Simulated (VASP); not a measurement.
Here is a VASP 6.6.1 calculation.

File INCAR:

```
SYSTEM = GaN
PREC = Accurate
ENCUT = 520
EDIFF = 1E-7
ISMEAR = -1
SIGMA = 0.05
LREAL = .False.
LASPH = .True.
NELM = 80
ALGO = Normal
ISIF = 2
LWAVE = .False.
LCHARG = .False.
METAGGA = TPSS
LMIXTAU = .True.
```

KPOINTS

```
regular mesh
0
Gamma
  10 10 5
  0 0 0
```

POSCAR

```
GaN
1.0
    3.1800000000      0.0000000000      0.0000000000
   -1.5900000000      2.7539607840      0.0000000000
    0.0000000000      0.0000000000      5.1660000000
Ga N
2 2
Direct
    0.6666666667      0.3333333333      0.5000000000
    0.3333333333      0.6666666667      0.0000000000
    0.6666666667      0.3333333333      0.8750000000
    0.3333333333      0.6666666667      0.3750000000
```

Contents of KPOINTS_OPT:

```
path GMKGALHA,LM,KH
20
line-mode
reciprocal
 0.0000000000  0.0000000000  0.0000000000  G
 0.5000000000  0.0000000000  0.0000000000  M

 0.5000000000  0.0000000000  0.0000000000  M
 0.3333333333  0.3333333333  0.0000000000  K

 0.3333333333  0.3333333333  0.0000000000  K
 0.0000000000  0.0000000000  0.0000000000  G

 0.0000000000  0.0000000000  0.0000000000  G
 0.0000000000  0.0000000000  0.5000000000  A

 0.0000000000  0.0000000000  0.5000000000  A
 0.5000000000  0.0000000000  0.5000000000  L

 0.5000000000  0.0000000000  0.5000000000  L
 0.3333333333  0.3333333333  0.5000000000  H

 0.3333333333  0.3333333333  0.5000000000  H
 0.0000000000  0.0000000000  0.5000000000  A

 0.5000000000  0.0000000000  0.5000000000  L
 0.5000000000  0.0000000000  0.0000000000  M

 0.3333333333  0.3333333333  0.0000000000  K
 0.3333333333  0.3333333333  0.5000000000  H
```

Potentials or basis: VASP PAW PBE potentials, release 64 (Ga_d, N).

The run is started by

```sh
$ cat potpaw_PBE.64/Ga_d/POTCAR potpaw_PBE.64/N/POTCAR > POTCAR
$ mpirun -np 1 vasp_std > vasp.out
```

Problem. Estimate the band gap on the k mesh.

Solution. 1.91 eV, direct.

Problem. What does it give for the largest force?

Solution. 0.148 eV/Å.

Stress tensor (GPa, compression positive):
```
4.47 0.00 0.00
0.00 4.47 0.00
0.00 0.00 6.49
```

Caveat: the PAW data sets were made with another functional, which shifts forces and pressure a little.

**Measured values to compare with.**

From “Studying electronic properties in GaN without electrical contacts using γ-γ vs e−-γ Perturbed Angular Correlations”, 2019, pmc:6823545, for a bulk crystal of GaN: band gap 3.503 ± 0.005 eV (direct).

Measured gap of GaN: 3.503 eV (direct; quoted in “Studying electronic properties in GaN without electrical contacts using γ-γ vs e−-γ Perturbed Angular Correlations”, 2019, pmc:6823545). This calculation gives 1.91 eV (-1.60 eV). Spin-orbit coupling on Ga is left out. The value is that of TPSS, without temperature or zero-point motion.
